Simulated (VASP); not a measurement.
A run of VASP 6.6.1 is set up as follows.

File INCAR:

```
SYSTEM = AgCl
PREC = Accurate
ENCUT = 600
EDIFF = 1E-7
ISMEAR = 0
SIGMA = 0.03
LREAL = .False.
LASPH = .True.
NELM = 80
ALGO = Normal
ISIF = 2
LWAVE = .False.
LCHARG = .False.
GGA = PE
IBRION = 2
NSW = 40
EDIFFG = -0.01
```

File KPOINTS:

```
regular mesh
0
Gamma
  8 8 8
  0 0 0
```

File POSCAR:

```
AgCl                                    
1.0
    0.0000000000      2.7653329303      2.7653329303
    2.7653329303      0.0000000000      2.7653329303
    2.7653329303      2.7653329303      0.0000000000
  Ag              Cl            
     1     1
Direct
     0.0000000000000000    0.0000000000000000    0.0000000000000000
     0.5000000000000000    0.5000000000000000    0.5000000000000000
```

Potentials or basis: VASP PAW PBE potentials, release 64 (Ag, Cl).

Run with:

```console
$ cat potpaw_PBE.64/Ag/POTCAR potpaw_PBE.64/Cl/POTCAR > POTCAR
$ mpirun -np 1 vasp_std > vasp.out
```

Task: What does it give for the band gap on the k mesh?

Result: 0.91 eV, indirect (least direct gap 3.21 eV).

Final structure:
```cif
data_structure
_symmetry_space_group_name_H-M 'P 1'
_symmetry_Int_Tables_number 1
_cell_length_a 3.9108
_cell_length_b 3.9108
_cell_length_c 3.9108
_cell_angle_alpha 60.000
_cell_angle_beta 60.000
_cell_angle_gamma 60.000
_cell_volume 42.29
loop_
_atom_site_label
_atom_site_type_symbol
_atom_site_fract_x
_atom_site_fract_y
_atom_site_fract_z
_atom_site_occupancy
Ag1 Ag 0.00000 0.00000 0.00000 1
Cl1 Cl 0.50000 0.50000 0.50000 1
```

Caveat: the relaxation stopped at its first step, so nothing moved. A k mesh can miss the band edges.
